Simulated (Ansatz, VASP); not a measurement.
One calculation of Ag, two programs

```xyz
1
Lattice="2.8210 0.0000 0.0000 0.0000 2.8210 0.0000 0.0000 0.0000 2.8210" Properties=species:S:1:pos:R:3 pbc="T T T"
Ag    0.0000    0.0000    0.0000
```

Alike in both runs: task single point; functional BLYP; k mesh 13 × 13 × 13; occupations fermi-dirac, width 0.1 eV; no spin polarisation.

```csv
,VASP,Ansatz
version,VASP 6.6.1,Ansatz 0.2.0
potentials or method,"VASP PAW PBE potentials, release 64 (Ag)","plane waves (420 eV) with PAW, scalar-relativistic"
plane-wave cutoff (eV),520,420
valence electrons in the cell,11,19
```

```tsv
	VASP	Ansatz	Ansatz less VASP
pressure (GPa)	0.0	-0.1	-0.08
```

The two sets of potentials don't hold the same shells in valence.

Caveats: the PAW data sets were made with another functional, which shifts forces and pressure a little (VASP).
